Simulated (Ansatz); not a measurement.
Be: pressure against volume

Be, P6_3/mmc, a = 2.264 Å, c = 3.563 Å. Ansatz: r2SCAN, PAW, 500 eV, Γ-centred 24×24×12 mesh on 2 atoms, Gaussian smearing 0.10 eV; no spin polarisation. Shape and atoms are relaxed at each volume; pressure is positive in compression.

| V (Å³/atom) | P (GPa) |
| --- | --- |
| 7.434 | 8.51 |
| 7.672 | 3.98 |
| 7.909 | 0.00 |
| 8.146 | ? |
| 8.383 | -6.57 |

Task: Take V0 = 7.909 Å³/atom, fit the third-order Birch–Murnaghan form to the other rows, and predict the missing pressure.

Result: With the Eulerian strain f = ½[(V0/V)^(2/3) − 1] and y = P/[3f(1 + 2f)^(5/2)], the form is the line y = B0 + 1.5 B0 (B0′ − 4) f. Rows (f, y): 0.02108, 121.4; 0.01024, 123.2; -0.01903, 126.8. Means f = 0.004097, y = 123.80; Σ(Δf)² = 0.0008610, ΣΔfΔy = -0.1138; the slope is their ratio. y = 124.3 − 132.2 f GPa, so B0 = 124.3 GPa and B0′ = 4 + 2 × (-132.2)/(3 × 124.3) = 3.29. At V = 8.146, f = -0.00975, y = 125.59 and P = -3.50 GPa. The run gave -3.49 GPa, so the fit is 0.01 GPa too low, within twice the rms miss on the fitted rows (0.007 GPa).

Cost: 5 runs of about 2 core-minutes in all, on Arm Neoverse V1 (shared hosts).